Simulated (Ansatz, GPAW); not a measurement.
Given: the input of a run of GPAW 26.7.0 (ASE script) on PtSe2 (Sudovikovite). Atoms were shifted at random by some hundredths of an Å from the given cell, which wasn't relaxed again for these runs. 

File run.py:

```python
from ase import Atoms
from ase.dft.bandgap import bandgap
from ase.io import write
from ase.units import GPa
from gpaw import GPAW, PW, setup_paths

setup_paths.insert(0, '.')

atoms = Atoms(['Pt', 'Se', 'Se'],
              cell=[[3.724, 0.0, 0.0],
                    [-1.862, 3.2250786037, 0.0],
                    [0.0, 0.0, 5.062]],
              scaled_positions=[[0.011333, 0.022629, 0.006602],
                                [0.650345, 0.331345, 0.740001],
                                [0.332382, 0.655127, 0.246311]],
              pbc=True)

calc = GPAW(mode=PW(600),
            xc='PBEsol',
            kpts={'size': (8, 8, 5), 'gamma': True},
            occupations={'name': 'fermi-dirac', 'width': 0.05},
            nbands=26,
            convergence={'density': 1e-05, 'energy': 1e-05},
            maxiter=150,
            txt='gpaw.txt')
atoms.calc = calc
energy = atoms.get_potential_energy()
forces = atoms.get_forces()
stress = atoms.get_stress()
calc.write('gs.gpw')
write('result.traj', atoms)
print(f'Energy: {energy:.6f} eV')
print('Forces (eV/A):')
print(forces.round(4))
print('Stress (GPa):', (stress / GPa).round(3))
print('Fermi level:', round(calc.get_fermi_level(), 4), 'eV')
print(f'Gap: {bandgap(calc)[0]:.4f} eV, direct: {bandgap(calc, direct=True)[0]:.4f} eV')
```

Potentials or basis: PAW data sets generated in the run's folder for this functional, pw.

Command:

```console
$ gpaw-setup -f PBEsol Pt Se
$ OMP_NUM_THREADS=1 python run.py
```

Problem. What does the same run look like in Ansatz 0.2.0? Potentials or basis there: all-electron LAPW, scalar-relativistic.

Solution. As run (cutoffs and basis follow the program's own potentials, and thresholds, step limits or extra output files can differ):

File input.yaml:

```yaml
crystal:
  lattice:
    - [3.724, 0.0, 0.0]
    - [-1.862, 3.2250786037, 0.0]
    - [0.0, 0.0, 5.062]
  atoms:
    - { symbol: Pt, position: [0.011333, 0.022629, 0.006602] }
    - { symbol: Se, position: [0.650345, 0.331345, 0.740001] }
    - { symbol: Se, position: [0.332382, 0.655127, 0.246311] }
kpoints:
  mp_grid: { grid: [8, 8, 5] }
scf:
  occupations: { method: fermi_dirac, width: 0.05 }
hamiltonian:
  xc: pbesol
  pseudopotentials: { kind: all_electron, lapw: { basis_error: 0.001 } }
output:
  forces: true
  stress: true
  eigenvalues: true
  populations: true
```

Potentials or basis: all-electron LAPW, scalar-relativistic.

Launch:

```console
$ ansatz run input.yaml --threads 2 --pin off --max-ram 8192MiB --backend cpu --events-out ev --progress --plain --runs-dir out
```

Both were run:

|  | GPAW | Ansatz |
| --- | --- | --- |
| Pressure | 2.1 GPa | 2.0 GPa |
| Largest force | 1.956 eV/Å | 1.964 eV/Å |

Where Ansatz's input types no cutoff or centring, it takes its own default and a Γ-centred mesh.

Pressure is positive in compression.
